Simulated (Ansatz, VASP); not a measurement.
**Pb: VASP beside Ansatz**

```
Pb
1.0
     0.00000    2.47502    2.47502
     2.47502    0.00000    2.47502
     2.47502    2.47502    0.00000
Pb
1
Cartesian
  0.0000 0.0000 0.0000
```

Alike in both runs: task band structure; functional PBE; k mesh 9 × 9 × 9; occupations fermi-dirac, width 0.05 eV; no spin polarisation.

|  | VASP | Ansatz |
| --- | --- | --- |
| version | VASP 6.6.1 | Ansatz 0.2.0 |
| potentials or method | VASP PAW PBE potentials, release 64 (Pb) | Ansatz PAW |
| plane-wave cutoff (eV) | 500 | 420 |
| valence electrons in the cell | 4 | 14 |

VASP gave:

| Quantity | Value |
| --- | --- |
| gap on the k mesh at the Fermi level (eV) | none |
| pressure (GPa) | 2.0 |

Task: Which values does Ansatz return?

Result: gap on the k mesh at the Fermi level (eV): none; pressure (GPa): 2.3.

A gap of «none» marks a metal or a gap that the smearing closes. The functional is the same, so the differences come from potentials, cutoffs and numerics. The two sets of potentials don't hold the same shells in valence.

Caveats: spin-orbit coupling is left out, which moves the levels of the heavy elements.
